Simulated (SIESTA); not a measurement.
Runs of SIESTA 5.4.2 on KMgF3. Symmetry: Pm-3m, No. 221, cubic system. The conventional cell has a = 3.986 Å, b = 3.986 Å, c = 3.986 Å, α = 90.00°, β = 90.00°, γ = 90.00°. K (site symmetry m-3m) has 12 F at 2.82 Å as nearest neighbours. Around Mg (site symmetry m-3m) lie 6 F at 1.99 Å. Around F (site symmetry 4/mmm) lie 2 Mg at 1.99 Å. 

```csv
task,level,potentials or basis,k mesh,gap on the mesh (eV),pressure (GPa),V0 of scaled cells (Å³/atom),B0 (GPa)
equation of state,LDA,"PseudoDojo 0.4 standard (LDA files), DZP (energy shift 0.003 Ry; two zetas on semicore shells; d shell added on K)",5 × 5 × 5,-,-,12.09,90
band structure,LDA,"PseudoDojo 0.4 standard (LDA files), DZP (energy shift 0.003 Ry; two zetas on semicore shells; d shell added on K)",7 × 7 × 7,6.93,-3.8,-,-
band structure,PBE,"PseudoDojo 0.4 standard (PBE files), DZP (energy shift 0.003 Ry; two zetas on semicore shells; d shell added on K)",7 × 7 × 7,(a),4.6,-,-
equation of state,PBEsol,"PseudoDojo 0.4 standard (PBEsol files), DZP (energy shift 0.003 Ry; two zetas on semicore shells; d shell added on K)",5 × 5 × 5,-,-,12.81,77
band structure,PBEsol,"PseudoDojo 0.4 standard (PBEsol files), DZP (energy shift 0.003 Ry; two zetas on semicore shells; d shell added on K)",7 × 7 × 7,(b),(c),-,-
```

Alike in all rows: no spin polarisation; cell as given; smearing fermi-dirac 0.05 eV; grid cutoff 800 Ry; energy shift 0.003 Ry.

Q: Fill in the values left out.

A: (a) 7.27; (b) 7.09; (c) 0.9.

Caveats: the basis of atomic orbitals isn't converged, which shifts pressures, moduli and gaps.

A k mesh can miss the band edges.

Not every run made on this cell is shown here.
